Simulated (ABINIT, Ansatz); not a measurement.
This is a calculation of TiAl3 for ABINIT 10.8.3 (patched build). The cell comes from a database or a generator and needn't be the stable form of this composition.

File run.abi:

```
# Pseudopotentials
pp_dirpath "./"
pseudos "Ti.GGA_PBE-JTH.xml, Al.GGA_PBE-JTH.xml"

# Structure
structure "poscar:POSCAR"
natom 4

# Plane-wave basis
ecut 408.170794 eV
pawecutdg 30.0

# k points
kptopt 1
ngkpt 10 10 10
nshiftk 1
shiftk 0.0 0.0 0.0

# Exchange and correlation
ixc 11

# Bands and occupations
nband 15
occopt 3
tsmear 0.05 eV

# SCF cycle
nstep 100
tolvrs 1.0e-9

# Output
iomode 3
prtwf 0
prtden 0
prteig 0
prtebands 0
enunit 1
```

Contents of POSCAR:

```
TiAl3
1.0
   -1.9111067713      1.9111067713      4.2806687947
    1.9111067713     -1.9111067713      4.2806687947
    1.9111067713      1.9111067713     -4.2806687947
Ti Al
1 3
Direct
    0.0000000000      0.0000000000      0.0000000000  Ti
    0.2500000000      0.7500000000      0.5000000000  Al
    0.7500000000      0.2500000000      0.5000000000  Al
    0.5000000000      0.5000000000      0.0000000000  Al
```

Potentials or basis: JTH PAW PBE v2.0.

Run with:

```bash
$ abinit run.abi > log 2>&1
```

Question: Translate it to Ansatz 0.2.0. Potentials or basis there: all-electron LAPW, scalar-relativistic.

Answer: As run (cutoffs and basis follow the program's own potentials, and thresholds, step limits or extra output files can differ):

The input input.yaml:

```yaml
crystal:
  lattice:
    - [-1.9111067713, 1.9111067713, 4.2806687947]
    - [1.9111067713, -1.9111067713, 4.2806687947]
    - [1.9111067713, 1.9111067713, -4.2806687947]
  atoms:
    - { symbol: Ti, position: [0.0, 0.0, 0.0] }
    - { symbol: Al, position: [0.25, 0.75, 0.5] }
    - { symbol: Al, position: [0.75, 0.25, 0.5] }
    - { symbol: Al, position: [0.5, 0.5, 0.0] }
kpoints:
  mp_grid: { grid: [10, 10, 10] }
scf:
  occupations: { method: fermi_dirac, width: 0.05 }
hamiltonian:
  xc: pbe
  pseudopotentials: { kind: all_electron, lapw: { basis_error: 0.001 } }
output:
  forces: true
  stress: true
  eigenvalues: true
  populations: true
```

Potentials or basis: all-electron LAPW, scalar-relativistic.

Launch:

```sh
$ ansatz run input.yaml --threads 2 --pin off --max-ram 6144MiB --backend cpu --events-out ev --progress --plain --runs-dir out
```

Both were run:

|  | ABINIT | Ansatz |
| --- | --- | --- |
| Pressure | 2.1 GPa | 2.1 GPa |

Where Ansatz's input types no cutoff or centring, it takes its own default and a Γ-centred mesh.

Pressure is positive in compression.
